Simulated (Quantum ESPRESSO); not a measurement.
# SnO (P4/nmm) in Quantum ESPRESSO: a series of runs, part 2 of 2

Quantum ESPRESSO 7.5. The steps go on from the part before.

## 3. Single point, PBE+D3(BJ) (volume scaled by 0.96)

The input, run.py:

```python
import numpy as np
from ase.calculators.espresso import Espresso, EspressoProfile
from ase import Atoms

atoms = Atoms(['Sn', 'Sn', 'O', 'O'],
              cell=[[3.7621524798, 0.0, 0.0], [0.0, 3.7621524798, 0.0], [0.0, 0.0, 4.8208658347]],
              scaled_positions=[[0.5, 0.0, 0.76462614], [0.0, 0.5, 0.23537386], [0.0, 0.0, 0.0], [0.5, 0.5, 0.0]],
              pbc=True)

input_data = {
    'control': {'calculation': 'scf', 'prefix': 'pwscf', 'outdir': './tmp', 'tprnfor': True, 'tstress': True, 'disk_io': 'nowf'},
    'system': {'ecutwfc': 60.0, 'ecutrho': 480.0, 'nbnd': 28, 'occupations': 'fixed', 'vdw_corr': 'grimme-d3', 'dftd3_version': 4},
    'electrons': {'conv_thr': 8e-10, 'electron_maxstep': 120, 'mixing_beta': 0.5},
}
pseudopotentials = {'Sn': 'Sn_pbe_v1.uspp.F.UPF', 'O': 'O.pbe-n-kjpaw_psl.0.1.UPF'}
profile = EspressoProfile(command='pw.x', pseudo_dir='pseudo')
dft = Espresso(profile=profile, input_data=input_data, pseudopotentials=pseudopotentials, kpts=(7, 7, 6), koffset=(0, 0, 0))
atoms.calc = dft

print(f'energy {atoms.get_potential_energy():.8f} eV')
print('forces (eV/A)')
print(np.round(atoms.get_forces(), 6))
print('stress (eV/A^3, Voigt)')
print(np.round(atoms.get_stress(), 8))
```

Potentials or basis: SSSP 1.3 efficiency PBE.

On the command line:

```console
$ OMP_NUM_THREADS=1 python run.py
```

What it wrote:

```text
energy -5577.73193024 eV
forces (eV/A)
[[ 0.        0.       -1.057189]
 [ 0.        0.        1.057189]
 [ 0.        0.        0.      ]
 [ 0.        0.        0.      ]]
stress (eV/A^3, Voigt)
[-0.04268147 -0.04268147 -0.02993561 -0.         -0.         -0.        ]
```

espresso.pwi:

```text
&CONTROL
   calculation      = 'scf'
   tstress          = .true.
   tprnfor          = .true.
   outdir           = './tmp'
   prefix           = 'pwscf'
   disk_io          = 'nowf'
   pseudo_dir       = 'pseudo'
/
&SYSTEM
   nbnd             = 28
   ecutwfc          = 60.0
   ecutrho          = 480.0
   occupations      = 'fixed'
   vdw_corr         = 'grimme-d3'
   dftd3_version    = 4
   ntyp             = 2
   nat              = 4
   ibrav            = 0
/
&ELECTRONS
   electron_maxstep = 120
   conv_thr         = 8e-10
   mixing_beta      = 0.5
/
&IONS
/
&CELL
/
&FCP
/
&RISM
/
ATOMIC_SPECIES
Sn 118.71 Sn_pbe_v1.uspp.F.UPF
O 15.999 O.pbe-n-kjpaw_psl.0.1.UPF

K_POINTS automatic
7 7 6  0 0 0

CELL_PARAMETERS angstrom
3.76215247980000 0.00000000000000 0.00000000000000
0.00000000000000 3.76215247980000 0.00000000000000
0.00000000000000 0.00000000000000 4.82086583470000

ATOMIC_POSITIONS angstrom
Sn 1.8810762399 0.0000000000 3.6861600346  
Sn 0.0000000000 1.8810762399 1.1347058001  
O 0.0000000000 0.0000000000 0.0000000000  
O 1.8810762399 1.8810762399 0.0000000000
```

espresso.pwo:

```text
This program is part of the open-source Quantum ESPRESSO suite
     for quantum simulation of materials; please cite
         "P. Giannozzi et al., J. Phys.:Condens. Matter 21 395502 (2009);
         "P. Giannozzi et al., J. Phys.:Condens. Matter 29 465901 (2017);
         "P. Giannozzi et al., J. Chem. Phys. 152 154105 (2020);
     in publications or presentations arising from this work. More details at

Warning: card &CELL ignored
Warning: card &FCP ignored
Warning: card &RISM ignored

     file O.pbe-n-kjpaw_psl.0.1.UPF: wavefunction(s)  2P renormalized
     Message from routine setup:
     using ibrav=0 with symmetry is DISCOURAGED, use correct ibrav instead

     G-vector sticks info
     --------------------
     sticks:   dense  smooth     PW     G-vecs:    dense   smooth      PW
     Sum        1933     973    285                81803    28985    4613

     Using Slab Decomposition

     bravais-lattice index     =            0
     lattice parameter (alat)  =       7.1094  a.u.
     unit-cell volume          =     460.4627 (a.u.)^3
     number of atoms/cell      =            4
     number of atomic types    =            2
     number of electrons       =        40.00
     number of Kohn-Sham states=           28
     kinetic-energy cutoff     =      60.0000  Ry
     charge density cutoff     =     480.0000  Ry
     scf convergence threshold =      8.0E-10
     mixing beta               =       0.5000
     number of iterations used =            8  plain     mixing
     Exchange-correlation= SLA  PW   PBX  PBC
[... 130 lines left out ...]
     Starting wfcs are   26 randomized atomic wfcs +    2 random wfcs

     Self-consistent Calculation

     iteration #  1     ecut=    60.00 Ry     beta= 0.50
     Davidson diagonalization with overlap
     ethr =  1.00E-02,  avg # of iterations =  5.3

     total energy              =    -409.61289239 Ry
     estimated scf accuracy    <       1.38149694 Ry
[... 57 lines left out ...]
     iteration # 10     ecut=    60.00 Ry     beta= 0.50
     Davidson diagonalization with overlap
     ethr =  1.82E-11,  avg # of iterations =  2.0

     End of self-consistent calculation

          k = 0.0000 0.0000 0.0000 (  3631 PWs)   bands (ev):

   -11.7132 -11.1897 -11.1871 -11.1871 -11.1357 -11.1254 -11.0811 -11.0739
   -11.0434 -11.0434 -10.1571  -7.2429   2.5537   3.7277   3.8800   3.8800
     6.7886   7.0843   7.0843  10.5682  12.6793  14.7761  15.3041  15.3041
    16.2788  16.2788  17.3415  17.7161
[... 269 lines left out ...]
   -11.6314 -11.6156 -11.1530 -11.1470 -11.1215 -11.1198 -11.0758 -11.0744
   -11.0415 -11.0407  -8.3003  -8.1538   1.2027   1.3580   4.3614   4.6826
     7.5195   7.7445   7.8769   7.9518  12.8668  13.0557  14.0211  14.8086
    16.1300  16.7894  20.6219  20.6603

     highest occupied, lowest unoccupied level (ev):    10.5682   10.7980

!    total energy              =    -409.95577129 Ry
     estimated scf accuracy    <          3.9E-10 Ry

     The total energy is the sum of the following terms:
     one-electron contribution =    -146.57292010 Ry
     hartree contribution      =     103.33441554 Ry
     xc contribution           =    -110.28028142 Ry
     ewald contribution        =    -237.32704583 Ry
     DFT-D3 Dispersion         =      -0.06733116 Ry
     one-center paw contrib.   =     -19.04260832 Ry

     convergence has been achieved in  10 iterations

     Forces acting on atoms (cartesian axes, Ry/au):

     atom    1 type  1   force =     0.00000000    0.00000000   -0.04111810
     atom    2 type  1   force =     0.00000000    0.00000000    0.04111810
     atom    3 type  2   force =     0.00000000    0.00000000    0.00000000
     atom    4 type  2   force =     0.00000000    0.00000000    0.00000000

     Total force =     0.058150     Total SCF correction =     0.000018

     Computing stress (Cartesian axis) and pressure

          total   stress  (Ry/bohr**3)                   (kbar)     P=       61.58
   0.00046486   0.00000000   0.00000000           68.38        0.00        0.00
   0.00000000   0.00046486   0.00000000            0.00       68.38        0.00
   0.00000000   0.00000000   0.00032604            0.00        0.00       47.96

=------------------------------------------------------------------------------=
   JOB DONE.
=------------------------------------------------------------------------------=
```

Run time: 75 s. Hardware: 1 thread of Arm Neoverse V1, shared host; peak memory 0.38 GiB.

Results:

* Free energy: -5577.7324 eV
* Pressure: 6.2 GPa
* Largest force: 1.057 eV/Å
* Band gap on the k mesh: 0.23 eV, indirect (least direct gap 2.04 eV)

Forces in eV/Å, atoms in the order of the input:
```
Sn   0.000  0.000 -1.057
Sn   0.000  0.000  1.057
O    0.000  0.000  0.000
O    0.000  0.000  0.000
```

Levels at points of the mesh, in eV from the valence-band top:
```csv
k point,band 17,band 18,band 19,band 20,band 21,band 22,band 23,band 24
"(0.00, 0.00, 0.00)",-3.78,-3.48,-3.48,0.00,2.11,4.21,4.74,4.74
"(0.00, 0.00, -0.50)",-3.50,-3.50,-3.12,-2.45,1.63,2.95,2.95,3.70
```

Caveat: spin-orbit coupling is left out, which moves the levels of the heavy elements; an odd mesh through Γ misses points on the zone boundary, where band edges often lie.
